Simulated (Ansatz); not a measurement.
# Ta2N: the cost of one run

Computed with Ansatz 0.2.0 (DFT LDA, scalar-relativistic, plane waves, PAW, unless a step's input says otherwise).

**1. The system as given**

The structure is trigonal, space group P-3m1 (No. 164). The conventional cell has a = 3.062 Å, b = 3.062 Å, c = 4.787 Å, α = 90.00°, β = 90.00°, γ = 120.00°. Ta (site symmetry 3m) has 3 N at 2.14 Å in its first shell of neighbours. Around N (site symmetry -3m) lie 6 Ta at 2.14 Å.

Structure file:

```xyz
3
Lattice="3.0618 0.0000 0.0000 -1.5309 2.6516 0.0000 0.0000 0.0000 4.7872" Properties=species:S:1:pos:R:3 pbc="T T T"
Ta    1.5309    0.8839    3.5745
Ta    0.0000    1.7678    1.2126
N     0.0000    0.0000    0.0000
```

It goes back to an entry of the Materials Project, which need not be the stable form.

This cell was relaxed beforehand with the same method: volume 12.96 Å³/atom, gap on the mesh none (metal).

**2. The scan**

The energy is mapped over two homogeneous strains (x along [1 0 0], y along [1 2 0], z along [0 0 1] of the conventional cell).

- engineering shear strain xy: 7 values from −14.0 to 14.0 %
- normal strain along z: 7 values from −7.00 to 7.00 %

Nothing else is relaxed (fractional coordinates fixed). Energies count from the relaxed crystal. Points are written as (first, second).

**3. The run at (−9.3 %, −7.00 %)**

Input file input.yaml:

```yaml
crystal:
  lattice:
    - [3.0618406011, -0.142834864, 0.0]
    - [-1.6546189214, 2.7230491749, 0.0]
    - [0.0, 0.0, 4.4520612878]
  atoms:
    - { symbol: Ta, position: [0.6666666667, 0.3333333333, 0.7466885012] }
    - { symbol: Ta, position: [0.3333333333, 0.6666666667, 0.2533114988] }
    - { symbol: "N", position: [0.0, 0.0, 0.0] }
basis:
  ecutwfc: 520.0
kpoints:
  mp_grid: { grid: [15, 15, 8] }
hamiltonian:
  xc: lda
  pseudopotentials: { kind: paw, azcp: { folder: soft_1 } }
scf:
  occupations: { method: gaussian, width: 0.15 }
output:
  forces: true
  stress: true
  eigenvalues: true
  write_density: true
  write_potential: true
  elf: true
  volumetric_format: npy
```

Run with:

```bash
ansatz run input.yaml --threads 2 --pin off --max-ram 4096MiB --backend cpu --events-out ev --progress --plain --runs-dir out
```

What time and memory should one allow on 2 threads of Arm Neoverse N1, shared host?

About 50 s, with a peak of 0.85 GiB.
